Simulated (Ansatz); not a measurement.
# C: the cost of one run

Computed with Ansatz 0.2.0 (DFT PBE, scalar-relativistic, plane waves, PAW, unless a step's input says otherwise).

### Step 1. The system as given

The structure is trigonal, space group R-3m (No. 166). The conventional cell has a = 2.456 Å, b = 2.456 Å, c = 10.041 Å, α = 90.00°, β = 90.00°, γ = 120.00°. C (site symmetry 3m) has 3 C at 1.42 Å as nearest neighbours.

As a file:

```
C
1.0
    -4.91212   -2.83601    6.69402
     4.91212   -2.83601    6.69402
     0.00000    5.67202    6.69402
C
64
Cartesian
  -3.6841 -2.1270 8.3943
  -1.2280 -0.7090 5.0473
  -1.2280 -2.1270 8.3943
  -1.2280 -3.5450 11.7413
  -2.4561 0.0000 8.3943
  -2.4561 -1.4180 11.7413
  -3.6841 0.7090 11.7413
  1.2280 -0.7090 5.0473
  1.2280 -2.1270 8.3943
  1.2280 -3.5450 11.7413
  0.0000 1.4180 5.0473
  0.0000 0.0000 8.3943
  0.0000 -1.4180 11.7413
  0.0000 -2.8360 15.0883
  -1.2280 2.1270 8.3943
  -1.2280 0.7090 11.7413
  -1.2280 -0.7090 15.0883
  -2.4561 2.8360 11.7413
  -2.4561 1.4180 15.0883
  3.6841 -2.1270 8.3943
  2.4561 0.0000 8.3943
  2.4561 -1.4180 11.7413
  1.2280 2.1270 8.3943
  1.2280 0.7090 11.7413
  1.2280 -0.7090 15.0883
  0.0000 4.2540 8.3943
  0.0000 2.8360 11.7413
  0.0000 1.4180 15.0883
  0.0000 0.0000 18.4353
  3.6841 0.7090 11.7413
  2.4561 2.8360 11.7413
  2.4561 1.4180 15.0883
  -2.4561 -1.4180 4.9937
  -2.4561 -2.8360 8.3408
  -3.6841 -0.7090 8.3408
  0.0000 0.0000 1.6467
  0.0000 -1.4180 4.9937
  0.0000 -2.8360 8.3408
  0.0000 -4.2540 11.6878
  -1.2280 0.7090 4.9937
  -1.2280 -0.7090 8.3408
  -1.2280 -2.1270 11.6878
  -2.4561 1.4180 8.3408
  -2.4561 0.0000 11.6878
  -3.6841 2.1270 11.6878
  2.4561 -1.4180 4.9937
  2.4561 -2.8360 8.3408
  1.2280 0.7090 4.9937
  1.2280 -0.7090 8.3408
  1.2280 -2.1270 11.6878
  0.0000 2.8360 4.9937
  0.0000 1.4180 8.3408
  0.0000 0.0000 11.6878
  0.0000 -1.4180 15.0348
  -1.2280 3.5450 8.3408
  -1.2280 2.1270 11.6878
  -1.2280 0.7090 15.0348
  3.6841 -0.7090 8.3408
  2.4561 1.4180 8.3408
  2.4561 0.0000 11.6878
  1.2280 3.5450 8.3408
  1.2280 2.1270 11.6878
  1.2280 0.7090 15.0348
  3.6841 2.1270 11.6878
```

The runs take a perfect supercell of 64 atoms; the defect goes to fractional position (0.917, 0.417, 0.667).

### Step 2. The perfect supercell

Input file input.yaml:

```yaml
crystal:
  lattice:
    - [-4.912115, -2.836011, 6.694023]
    - [4.912115, -2.836011, 6.694023]
    - [0.0, 5.672022, 6.694023]
  atoms:
    - { symbol: C, position: [0.918, 0.168, 0.168] }
    - { symbol: C, position: [0.418, 0.168, 0.168] }
    - { symbol: C, position: [0.668, 0.418, 0.168] }
    - { symbol: C, position: [0.918, 0.668, 0.168] }
    - { symbol: C, position: [0.668, 0.168, 0.418] }
    - { symbol: C, position: [0.918, 0.418, 0.418] }
    - { symbol: C, position: [0.918, 0.168, 0.668] }
    - { symbol: C, position: [0.168, 0.418, 0.168] }
    - { symbol: C, position: [0.418, 0.668, 0.168] }
    - { symbol: C, position: [0.668, 0.918, 0.168] }
    - { symbol: C, position: [0.168, 0.168, 0.418] }
    - { symbol: C, position: [0.418, 0.418, 0.418] }
    - { symbol: C, position: [0.668, 0.668, 0.418] }
    - { symbol: C, position: [0.918, 0.918, 0.418] }
    - { symbol: C, position: [0.418, 0.168, 0.668] }
    - { symbol: C, position: [0.668, 0.418, 0.668] }
    - { symbol: C, position: [0.918, 0.668, 0.668] }
    - { symbol: C, position: [0.668, 0.168, 0.918] }
    - { symbol: C, position: [0.918, 0.418, 0.918] }
    - { symbol: C, position: [0.168, 0.918, 0.168] }
    - { symbol: C, position: [0.168, 0.668, 0.418] }
    - { symbol: C, position: [0.418, 0.918, 0.418] }
    - { symbol: C, position: [0.168, 0.418, 0.668] }
    - { symbol: C, position: [0.418, 0.668, 0.668] }
    - { symbol: C, position: [0.668, 0.918, 0.668] }
    - { symbol: C, position: [0.168, 0.168, 0.918] }
    - { symbol: C, position: [0.418, 0.418, 0.918] }
    - { symbol: C, position: [0.668, 0.668, 0.918] }
    - { symbol: C, position: [0.918, 0.918, 0.918] }
    - { symbol: C, position: [0.168, 0.918, 0.668] }
    - { symbol: C, position: [0.168, 0.668, 0.918] }
    - { symbol: C, position: [0.418, 0.918, 0.918] }
    - { symbol: C, position: [0.582, 0.082, 0.082] }
    - { symbol: C, position: [0.832, 0.332, 0.082] }
    - { symbol: C, position: [0.832, 0.082, 0.332] }
    - { symbol: C, position: [0.082, 0.082, 0.082] }
    - { symbol: C, position: [0.332, 0.332, 0.082] }
    - { symbol: C, position: [0.582, 0.582, 0.082] }
    - { symbol: C, position: [0.832, 0.832, 0.082] }
    - { symbol: C, position: [0.332, 0.082, 0.332] }
    - { symbol: C, position: [0.582, 0.332, 0.332] }
    - { symbol: C, position: [0.832, 0.582, 0.332] }
    - { symbol: C, position: [0.582, 0.082, 0.582] }
    - { symbol: C, position: [0.832, 0.332, 0.582] }
    - { symbol: C, position: [0.832, 0.082, 0.832] }
    - { symbol: C, position: [0.082, 0.582, 0.082] }
    - { symbol: C, position: [0.332, 0.832, 0.082] }
    - { symbol: C, position: [0.082, 0.332, 0.332] }
    - { symbol: C, position: [0.332, 0.582, 0.332] }
    - { symbol: C, position: [0.582, 0.832, 0.332] }
    - { symbol: C, position: [0.082, 0.082, 0.582] }
    - { symbol: C, position: [0.332, 0.332, 0.582] }
    - { symbol: C, position: [0.582, 0.582, 0.582] }
    - { symbol: C, position: [0.832, 0.832, 0.582] }
    - { symbol: C, position: [0.332, 0.082, 0.832] }
    - { symbol: C, position: [0.582, 0.332, 0.832] }
    - { symbol: C, position: [0.832, 0.582, 0.832] }
    - { symbol: C, position: [0.082, 0.832, 0.332] }
    - { symbol: C, position: [0.082, 0.582, 0.582] }
    - { symbol: C, position: [0.332, 0.832, 0.582] }
    - { symbol: C, position: [0.082, 0.332, 0.832] }
    - { symbol: C, position: [0.332, 0.582, 0.832] }
    - { symbol: C, position: [0.582, 0.832, 0.832] }
    - { symbol: C, position: [0.082, 0.832, 0.832] }
basis:
  ecutwfc: 420
  fft_grid_basis: typed
kpoints:
  mp_grid: { grid: [3, 3, 3] }
hamiltonian:
  xc: pbe
  pseudopotentials: { kind: paw }
scf:
  occupations: { method: gaussian, width: 0.05 }
output:
  forces: true
  stress: false
  eigenvalues: true
  bader: false
  write_density: true
  volumetric_format: npy
```

On the command line:

```
ansatz run input.yaml --threads 4 --pin off --max-ram 10240MiB --backend cpu --events-out ev --progress --plain --runs-dir out
```

Q: Estimate wall time and peak memory on 4 threads of AMD EPYC 9R45 (Zen 5), shared host.

About 5.6 s, with a peak of 2.8 GiB.
